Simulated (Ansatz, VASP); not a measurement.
**SnO2: VASP beside Ansatz**

File INCAR:

```
PREC     = Accurate       # precision mode
ENCUT    = 520            # plane-wave cutoff, eV
EDIFF    = 1E-6           # SCF threshold, eV
ISMEAR   = -1             # smearing method
SIGMA    = 0.02           # smearing width, eV
LREAL    = F              # projectors in reciprocal space
LASPH    = T              # aspherical terms in the spheres
NELM     = 100            # most SCF steps
ALGO     = Normal         # electronic algorithm
ISIF     = 2              # what is computed and relaxed
LWAVE    = F              # write WAVECAR
LCHARG   = F              # write CHGCAR
GGA      = PE             # functional
NBANDS   = 20             # bands
```

Contents of KPOINTS:

```
regular mesh
0
Gamma
  8 8 8
```

File POSCAR:

```
SnO2
1.0
    0.0000000000      2.5334667554      2.5334667554
    2.5334667554      0.0000000000      2.5334667554
    2.5334667554      2.5334667554      0.0000000000
Sn O
1 2
Direct
    0.0000000000      0.0000000000      0.0000000000
    0.2500000000      0.2500000000      0.2500000000
    0.7500000000      0.7500000000      0.7500000000
```

Input for Ansatz:

```yaml
crystal:
  lattice:
    - [0.0, 2.5334667554, 2.5334667554]
    - [2.5334667554, 0.0, 2.5334667554]
    - [2.5334667554, 2.5334667554, 0.0]
  atoms:
    - { symbol: Sn, position: [0.0, 0.0, 0.0] }
    - { symbol: O, position: [0.25, 0.25, 0.25] }
    - { symbol: O, position: [0.75, 0.75, 0.75] }
kpoints:
  mp_grid: { grid: [8, 8, 8] }
  band_path:
    path:
      - [[0.0, 0.0, 0.0], [0.5, 1.231875399002e-34, 0.5], [0.625, 0.25, 0.625]]
      - [[0.375, 0.375, 0.75], [0.0, 0.0, 0.0], [0.5, 0.5, 0.5], [0.5, 0.25, 0.75], [0.5, 1.231875399002e-34, 0.5]]
    npoints: 10
hamiltonian:
  xc: pbe
scf:
  occupations: { method: fermi_dirac, width: 0.02 }
  n_extra_bands: 4
output:
  forces: true
  stress: true
  eigenvalues: true
```

The cell was built by a generator and needn't be a form met in nature.

Alike in both runs: task single point; functional PBE; k mesh 8 × 8 × 8; occupations fermi-dirac, width 0.02 eV; no spin polarisation.

```csv
,VASP,Ansatz
version,VASP 6.6.1,Ansatz 0.2.0
potentials or method,"VASP PAW PBE potentials, release 64 (Sn_d, O)","plane waves, PAW"
plane-wave cutoff (eV),520,420
valence electrons in the cell,26,26
```

|  | VASP | Ansatz | Ansatz less VASP |
| --- | --- | --- | --- |
| pressure (GPa) | 10.0 | 9.3 | -0.71 |

Caveats: spin-orbit coupling is left out, which moves the levels of the heavy elements.
